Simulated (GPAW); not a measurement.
# InSe (R3m) in GPAW: notebook, part 2 of 3

GPAW 26.7.0. The steps go on from the part before.

## 4. Dielectric tensor, PBE

This run uses another cell than the first one, of 28.07 Å³/atom, 0.960 times its volume.

The input, run.py:

```python
import numpy as np
from ase.dft.bandgap import bandgap
from ase.io import read, write
from gpaw import GPAW, PW
from gpaw.response.df import DielectricFunction

atoms = read('InSe.xyz')

calc = GPAW(mode=PW(450),
            xc='PBE',
            kpts={'size': (6, 6, 6), 'gamma': True},
            occupations={'name': 'fermi-dirac', 'width': 0.001},
            nbands=32,
            convergence={'density': 1e-06},
            maxiter=150,
            txt='gpaw.txt')
atoms.calc = calc
energy = atoms.get_potential_energy()
calc.write('gs.gpw')
write('result.traj', atoms)
print(f'Energy: {energy:.6f} eV')
print('Fermi level:', round(calc.get_fermi_level(), 4), 'eV')
print(f'Gap: {bandgap(calc)[0]:.4f} eV, direct: {bandgap(calc, direct=True)[0]:.4f} eV')

for size in [(8, 8, 8)]:
    name = 'x'.join(str(n) for n in size)
    dense = calc.fixed_density(kpts={'size': size, 'gamma': True},
                               nbands=65, convergence={'bands': 59, 'eigenstates': 1e-7},
                               update_fermi_level=True, txt=f'dense-{name}.txt')
    dense.write(f'{name}.gpw', mode='all')
    df = DielectricFunction(f'{name}.gpw', frequencies=np.array([0.0]), hilbert=False, eta=0.001,
                            ecut=80, nbands=59, intraband=False, txt=f'df-{name}.txt')
    for xc in ['RPA']:
        for direction in ['x', 'y', 'z', [0, 1, 1], [1, 0, 1], [1, 1, 0]]:
            e0, e = df.get_macroscopic_dielectric_constant(xc=xc, direction=direction)
            print(f'{name} {xc} {direction}: {e0:.4f} without, {e:.4f} with local fields')
```

The input, InSe.xyz:

```xyz
4
Lattice="1.9729696595 1.1390945640 8.3259319629 -1.9729696595 1.1390945640 8.3259319629 0.0000000000 -2.2781891280 8.3259319629" Properties=species:S:1:pos:R:3 pbc="T T T"
In     0.0000000000      0.0000000000     22.1952694267
In     0.0000000000      0.0000000000      0.0000000000
Se     0.0000000000      0.0000000000      4.2936831133
Se     0.0000000000      0.0000000000      9.5789847233
```

Potentials or basis: GPAW PAW data sets (gpaw-data 1.2.1), pw.

Run with:

```bash
$ OMP_NUM_THREADS=1 python run.py
```

gpaw.txt:

```text
__  _  _
 | _ |_)|_||  |
 |__||  | ||/\| - 26.7.0

Input parameters:
  mode=PW(ecut=450.00000000000006),
  convergence={'density': 1e-06},
  kpts=MonkhorstPack(size=(6, 6, 6), gamma=True),
  maxiter=150,
  nbands=32,
  occupations=Occupations(name='fermi-dirac', width=0.001),
  xc=XC(name='PBE')

Diagonalizing LCAO Hamiltonian
Converting LCAO to pw mode

       In

       Se

       Se

       In

Atoms  # Å, Bohr magnetons
|   | symbol |        x |        y |         z |    initial magnetic moments |
|---|--------|----------|----------|-----------|-----------------------------|
| 0 |     In | 0.000000 | 0.000000 | 22.195269 | ( 0.0000,  0.0000,  0.0000) |
| 1 |     In | 0.000000 | 0.000000 |  0.000000 | ( 0.0000,  0.0000,  0.0000) |
| 2 |     Se | 0.000000 | 0.000000 |  4.293683 | ( 0.0000,  0.0000,  0.0000) |
| 3 |     Se | 0.000000 | 0.000000 |  9.578985 | ( 0.0000,  0.0000,  0.0000) |

Unit cell  # Å
| periodic |         x |         y |        z |  lengths |    angles |
|----------|-----------|-----------|----------|----------|-----------|
|      yes |  1.972970 |  1.139095 | 8.325932 | 8.631992 | 26.425182 |
|      yes | -1.972970 |  1.139095 | 8.325932 | 8.631992 | 26.425182 |
|      yes |  0.000000 | -2.278189 | 8.325932 | 8.631992 | 26.425182 |

Number of symmetries: 6
Symmetry operations  # r_c * U_cc + t_c -> r_c
|   | kind |            matrix            |
|---|------|------------------------------|
| 0 |  E   |  1, 0, 0,  0, 1, 0,  0, 0, 1 |
| 1 |  σ   |  1, 0, 0,  0, 0, 1,  0, 1, 0 |
| 2 |  σ   |  0, 1, 0,  1, 0, 0,  0, 0, 1 |
| 3 |  C3  |  0, 1, 0,  0, 0, 1,  1, 0, 0 |
| 4 |  C3  |  0, 0, 1,  1, 0, 0,  0, 1, 0 |
| 5 |  σ   |  0, 0, 1,  0, 1, 0,  1, 0, 0 |

BZ-sampling:
  Number of BZ points: 216
  Number of IBZ points: 32

  Monkhorst-Pack size: [6, 6, 6]
  Monkhorst-Pack shift: [0.08333333333333333, 0.08333333333333333, 0.08333333333333333]

K-points  # in reciprocal-cell coordinates
|     |                                coordinates |     weight |
|-----|--------------------------------------------|------------|
|   0 | (  0.00000000,   0.00000000,   0.00000000) | 0.00462963 |
|   1 | (  0.16666667,   0.00000000,  -0.16666667) | 0.02777778 |
|   2 | (  0.16666667,   0.00000000,   0.00000000) | 0.02777778 |
|   3 | (  0.16666667,   0.16666667,  -0.16666667) | 0.02777778 |
|   4 | (  0.16666667,   0.16666667,   0.00000000) | 0.02777778 |
|   5 | (  0.16666667,   0.16666667,   0.16666667) | 0.00925926 |
|   6 | (  0.33333333,  -0.16666667,  -0.16666667) | 0.02777778 |
|   7 | (  0.33333333,   0.00000000,  -0.33333333) | 0.02777778 |
|   8 | (  0.33333333,   0.00000000,  -0.16666667) | 0.05555556 |
|   9 | (  0.33333333,   0.00000000,   0.00000000) | 0.02777778 |
| ... |                                            |            |
|  31 | (  0.50000000,   0.50000000,   0.50000000) | 0.00462963 |

Plane wave coefficients: 2450
Cutoff: 450.00000000000006 eV

Spin-components: 1 (collinear spins)
Bands:           32
Projectors:      22
Spin-degeneracy: 2
Datatype:        complex128

Parallelization:
  kpt:    1
  domain: 1
  band:   1

Density:
  Valence electrons: 38.0
  Components: 1
  Grid points: [45 45 45]
  Charge: 0.0  # |e|

Potential:
  Grid points: [45 45 45]

species:
  In:
    name:    Indium
    Z:       49.0
    valence: 13
    core:    36
    charge:  0.0  # [|e|]
    compensation charges:
      type: gauss
      rc: 0.36  # [Å]
      lmax: 2
    cutoffs:
      filter: 2.09  # [Å]
      core: 2.48  # [Å]
    projectors
    | kind |    occ | energy [eV] | rcut [Å] |
    |------|--------|-------------|----------|
    |   5s |  2.000 |      -8.203 |    1.185 |
    |   5p |  1.000 |      -2.521 |    1.244 |
    |   4d | 10.000 |     -18.629 |    1.148 |
    |    s |        |      19.008 |    1.185 |
    |    p |        |      24.691 |    1.244 |
    |    d |        |       8.583 |    1.148 |

    Using partial waves for In as LCAO basis

  Se:
    name:    Selenium
    Z:       34.0
    valence: 6
    core:    28
    charge:  0.0  # [|e|]
    compensation charges:
      type: gauss
      rc: 0.27  # [Å]
      lmax: 2
    cutoffs:
      filter: 1.77  # [Å]
      core: 2.67  # [Å]
    projectors
    | kind |    occ | energy [eV] | rcut [Å] |
    |------|--------|-------------|----------|
    |   4s |  2.000 |     -17.277 |    0.847 |
    |   4p |  4.000 |      -6.512 |    1.005 |
    |    s |        |       9.935 |    0.847 |
    |    p |        |      20.699 |    1.005 |
    |    d |        |       0.000 |    0.847 |

    Using partial waves for Se as LCAO basis

Reference energy: -452157.903581  # eV

eigensolver:
  PPCG
  Converge bands: occupied
  niter=2

density mixing:
  MSR1-Mixer
  Pratt-step length: 0.05
  Maximum mixing coefficient: 0.75
  Old densities: 10
  SVD Regularization: 0.005
  Good broyden scale: 1.0
  Trust region scale: 1.0
  Backstep threshold: 4.0
  History deletion threshold: 6.0
  Fourier metric: weight=20.0, sigma=0.015

occupation numbers:
  Fermi-Dirac:
    width: 0.0010  # eV

poisson solver:
  ecut: 3600.0000000000005  # eV

xc functional:
  name: PBE with 2 nearest neighbor stencil

convergence criteria:
- Maximum integral of absolute [dens]ity change: 1e-06 electrons / valence electron
- Maximum [total energy] change in last 3 cyles: 0.0005 eV / valence electron
- Maximum integral of absolute [eigenst]ate change: 4e-08 eV^2 / valence electron
maximum number of iterations: 150

SCF iterations
|iter     | |      energy | eigst |  dens |
|---------|-|-------------|-------|-------|
|iter:   1| |  -14.711266 | -0.43 |       |
|iter:   2| |  -14.629080 | -2.27 | -1.23 |
|iter:   3| |  -14.401135 | -1.96 | -1.28 |
|iter:   4| |  -14.370068 | -2.87 | -1.68 |
|iter:   5| |  -14.368359 | -3.67 | -2.18 |
|iter:   6| |  -14.367847c| -4.37 | -2.50 |
|iter:   7| |  -14.367876c| -5.48 | -3.26 |
|iter:   8| |  -14.367879c| -6.82 | -3.82 |
|iter:   9| |  -14.367879c| -8.00c| -4.60 |
|iter:  10| |  -14.367879c| -8.28c| -5.00 |
|iter:  11| |  -14.367879c| -8.55c| -5.38 |
|iter:  12| |  -14.367879c| -9.13c| -6.03c|

Converged in 12 steps
Energy contributions relative to reference atoms: (reference = -452157.903581)

Energy contributions:
  Kinetic:          53.160656
  Coulomb:         -48.950040
  Zero:              0.326136
  External:          0.000000
  Xc:              -18.904632
  Entropy:          -0.000000
  Spinorbit:         0.000000
  ----------------------------
  Free energy:     -14.367879
  Extrapolated:    -14.367879

dipole moment: (-0.000000, -0.000000, -67.305490)  # |e|*Ang

Fermi level: 5.293
Eigenvalues  # (at kpt = [0.000, 0.000, 0.000])
| band index |      eig [eV] | occ [0-2] |
|------------|---------------|-----------|
|          0 |        -9.656 |     2.000 |
|        ... |               |           |
|         11 |        -8.184 |     2.000 |
|         12 |        -1.341 |     2.000 |
|         13 |         1.693 |     2.000 |
|         14 |         3.535 |     2.000 |
|         15 |         3.781 |     2.000 |
|         16 |         3.781 |     2.000 |
[... 8 lines left out ...]
|         25 |        10.671 |     0.000 |
|         26 |        12.860 |     0.000 |
|        ... |               |           |
|         31 |        15.066 |     0.000 |

Gap: 0.548 eV
Transition (v -> c):
  (s=0, k=31, n=18, [0.50, 0.50, 0.50]) -> (s=0, k=31, n=19, [0.50, 0.50, 0.50])
No difference between direct/indirect transitions
# Writing to gs.gpw (mode='')
```

df-8x8x8.txt:

```text
FrequencyGridDescriptor(from 0.000 to 0.000 eV, 1 points)
FrequencyGridDescriptor(from 0.000 to 0.000 eV, 1 points)

Calculating chi0 body with:
    Ground state adapter containing:
    Number of spins: 1
    Number of kpoints: 512
    Number of irreducible kpoints: 65
    Number of completely occupied states: 19
    Number of partially occupied states: 19

    Linear response parametrization:
    q_c: [0.0, 0.0, 0.0]
    Number of frequency points: 1
    Planewave cutoff: 80.0
    Number of bands: 59
    Number of planewaves: 175
    Broadening (eta): 0.001

Integrating chi0 body.

Symmetries of q_c:
    Direct symmetries (Uq -> q): 6
    Indirect symmetries (TUq -> q): 6
In total 12 allowed symmetries.

Integral kind: response function

Calculating chi0 optical extensions with:
    Ground state adapter containing:
    Number of spins: 1
    Number of kpoints: 512
    Number of irreducible kpoints: 65
    Number of completely occupied states: 19
    Number of partially occupied states: 19

    Linear response parametrization:
    Number of frequency points: 1
    Planewave cutoff: 80.0
    Number of bands: 59
    Number of planewaves: 175
    Broadening (eta): 0.001
Integrating chi0 head and wings.

Symmetries of q_c:
    Direct symmetries (Uq -> q): 6
    Indirect symmetries (TUq -> q): 6
In total 12 allowed symmetries.

Integral kind: response function wings

Finished calculating chi0
```

Wall time 16 min (1 thread of AMD EPYC 7B13 (Zen 3), shared host); peak memory 0.83 GiB.

What came out:

| Item | Value |
| --- | --- |
| Free energy | -14.3679 eV |
| Band gap on the k mesh | 0.55 eV, direct |
| Electronic dielectric tensor (diagonal) | 7.53, 7.53, 9.33 |

Electronic dielectric tensor:
```
7.53 0.00 0.00
0.00 7.53 0.00
0.00 0.00 9.33
```

Caveat: the gap is small at this level, which inflates the dielectric constant; the long-wavelength limit can be off by a per cent or two; spin-orbit coupling is left out, which moves the levels of the heavy elements; the program warned that so skewed a cell can give wrong results. A k mesh can miss the band edges.

## 5. Dielectric tensor, PBE

This run uses another cell than the first one, of 28.65 Å³/atom, 0.980 times its volume.

run.py is that of step 4.

The input, InSe.xyz:

```xyz
4
Lattice="1.9865767768 1.1469506368 8.3833539979 -1.9865767768 1.1469506368 8.3833539979 0.0000000000 -2.2939012737 8.3833539979" Properties=species:S:1:pos:R:3 pbc="T T T"
In     0.0000000000     -0.0000000001     22.3483450876
In     0.0000000000      0.0000000000      0.0000000000
Se     0.0000000000      0.0000000000      4.3232956567
Se     0.0000000000      0.0000000000      9.6450487746
```

Potentials or basis: GPAW PAW data sets (gpaw-data 1.2.1), pw.

Run with:

```bash
$ OMP_NUM_THREADS=1 python run.py
```

gpaw.txt:

```text
__  _  _
 | _ |_)|_||  |
 |__||  | ||/\| - 26.7.0

Input parameters:
  mode=PW(ecut=450.00000000000006),
  convergence={'density': 1e-06},
  kpts=MonkhorstPack(size=(6, 6, 6), gamma=True),
  maxiter=150,
  nbands=32,
  occupations=Occupations(name='fermi-dirac', width=0.001),
  xc=XC(name='PBE')

Diagonalizing LCAO Hamiltonian
Converting LCAO to pw mode

       In

       Se

       Se

       In

Atoms  # Å, Bohr magnetons
|   | symbol |        x |         y |         z |    initial magnetic moments |
|---|--------|----------|-----------|-----------|-----------------------------|
| 0 |     In | 0.000000 | -0.000000 | 22.348345 | ( 0.0000,  0.0000,  0.0000) |
| 1 |     In | 0.000000 |  0.000000 |  0.000000 | ( 0.0000,  0.0000,  0.0000) |
| 2 |     Se | 0.000000 |  0.000000 |  4.323296 | ( 0.0000,  0.0000,  0.0000) |
| 3 |     Se | 0.000000 |  0.000000 |  9.645049 | ( 0.0000,  0.0000,  0.0000) |

Unit cell  # Å
| periodic |         x |         y |        z |  lengths |    angles |
|----------|-----------|-----------|----------|----------|-----------|
|      yes |  1.986577 |  1.146951 | 8.383354 | 8.691525 | 26.425182 |
|      yes | -1.986577 |  1.146951 | 8.383354 | 8.691525 | 26.425182 |
|      yes |  0.000000 | -2.293901 | 8.383354 | 8.691525 | 26.425182 |

Number of symmetries: 6
Symmetry operations  # r_c * U_cc + t_c -> r_c
[... 112 lines left out ...]
density mixing:
  MSR1-Mixer
  Pratt-step length: 0.05
  Maximum mixing coefficient: 0.75
  Old densities: 10
  SVD Regularization: 0.005
  Good broyden scale: 1.0
  Trust region scale: 1.0
  Backstep threshold: 4.0
  History deletion threshold: 6.0
  Fourier metric: weight=20.0, sigma=0.015

occupation numbers:
  Fermi-Dirac:
    width: 0.0010  # eV

poisson solver:
  ecut: 3600.0000000000005  # eV

xc functional:
  name: PBE with 2 nearest neighbor stencil

convergence criteria:
- Maximum integral of absolute [dens]ity change: 1e-06 electrons / valence electron
- Maximum [total energy] change in last 3 cyles: 0.0005 eV / valence electron
- Maximum integral of absolute [eigenst]ate change: 4e-08 eV^2 / valence electron
maximum number of iterations: 150

SCF iterations
|iter     | |      energy | eigst |  dens |
|---------|-|-------------|-------|-------|
|iter:   1| |  -14.777819 | -0.45 |       |
|iter:   2| |  -14.692661 | -2.28 | -1.23 |
|iter:   3| |  -14.463582 | -1.97 | -1.27 |
|iter:   4| |  -14.433699 | -2.89 | -1.68 |
|iter:   5| |  -14.432598 | -3.71 | -2.18 |
|iter:   6| |  -14.431995c| -4.36 | -2.50 |
|iter:   7| |  -14.432024c| -5.48 | -3.26 |
|iter:   8| |  -14.432027c| -6.81 | -3.82 |
|iter:   9| |  -14.432027c| -7.94c| -4.56 |
|iter:  10| |  -14.432027c| -8.13c| -4.90 |
|iter:  11| |  -14.432027c| -8.45c| -5.35 |
|iter:  12| |  -14.432027c| -9.05c| -6.00 |
|iter:  13| |  -14.432027c| -9.63c| -6.37c|

Converged in 13 steps
Energy contributions relative to reference atoms: (reference = -452157.903581)

Energy contributions:
  Kinetic:          49.677667
  Coulomb:         -46.141533
  Zero:              0.326343
  External:          0.000000
  Xc:              -18.294503
  Entropy:          -0.000000
  Spinorbit:         0.000000
  ----------------------------
  Free energy:     -14.432027
  Extrapolated:    -14.432027

dipole moment: (-0.000000, 0.000000, -67.573798)  # |e|*Ang

Fermi level: 5.032
Eigenvalues  # (at kpt = [0.000, 0.000, 0.000])
| band index |      eig [eV] | occ [0-2] |
|------------|---------------|-----------|
|          0 |        -9.824 |     2.000 |
|        ... |               |           |
|         11 |        -8.321 |     2.000 |
|         12 |        -1.466 |     2.000 |
|         13 |         1.476 |     2.000 |
|         14 |         3.356 |     2.000 |
|         15 |         3.578 |     2.000 |
|         16 |         3.578 |     2.000 |
[... 8 lines left out ...]
|         25 |        10.415 |     0.000 |
|         26 |        12.554 |     0.000 |
|        ... |               |           |
|         31 |        14.800 |     0.000 |

Gap: 0.490 eV
Transition (v -> c):
  (s=0, k=31, n=18, [0.50, 0.50, 0.50]) -> (s=0, k=31, n=19, [0.50, 0.50, 0.50])
No difference between direct/indirect transitions
# Writing to gs.gpw (mode='')
```

df-8x8x8.txt:

```text
FrequencyGridDescriptor(from 0.000 to 0.000 eV, 1 points)
FrequencyGridDescriptor(from 0.000 to 0.000 eV, 1 points)

Calculating chi0 body with:
    Ground state adapter containing:
    Number of spins: 1
    Number of kpoints: 512
    Number of irreducible kpoints: 65
    Number of completely occupied states: 19
    Number of partially occupied states: 19

    Linear response parametrization:
    q_c: [0.0, 0.0, 0.0]
    Number of frequency points: 1
    Planewave cutoff: 80.0
    Number of bands: 59
    Number of planewaves: 181
    Broadening (eta): 0.001

Integrating chi0 body.

Symmetries of q_c:
    Direct symmetries (Uq -> q): 6
    Indirect symmetries (TUq -> q): 6
In total 12 allowed symmetries.

Integral kind: response function

Calculating chi0 optical extensions with:
    Ground state adapter containing:
    Number of spins: 1
    Number of kpoints: 512
    Number of irreducible kpoints: 65
    Number of completely occupied states: 19
    Number of partially occupied states: 19

    Linear response parametrization:
    Number of frequency points: 1
    Planewave cutoff: 80.0
    Number of bands: 59
    Number of planewaves: 181
    Broadening (eta): 0.001
Integrating chi0 head and wings.

Symmetries of q_c:
    Direct symmetries (Uq -> q): 6
    Indirect symmetries (TUq -> q): 6
In total 12 allowed symmetries.

Integral kind: response function wings

Finished calculating chi0
```

Run time: 17 min. Hardware: 1 thread of AMD EPYC 7B13 (Zen 3), shared host; peak memory 0.84 GiB.

What came out:

```
Free energy                             : -14.4320 eV
Band gap on the k mesh                  : 0.49 eV, direct
Electronic dielectric tensor (diagonal) : 7.53, 7.53, 10.15
```

Electronic dielectric tensor:
```
 7.53  0.00  0.00
 0.00  7.53  0.00
 0.00  0.00 10.15
```

Caveat: the gap is small at this level, which inflates the dielectric constant; the long-wavelength limit can be off by a per cent or two; spin-orbit coupling is left out, which moves the levels of the heavy elements; the program warned that so skewed a cell can give wrong results. A k mesh can miss the band edges.

(Part 2 of 3 ends here.)
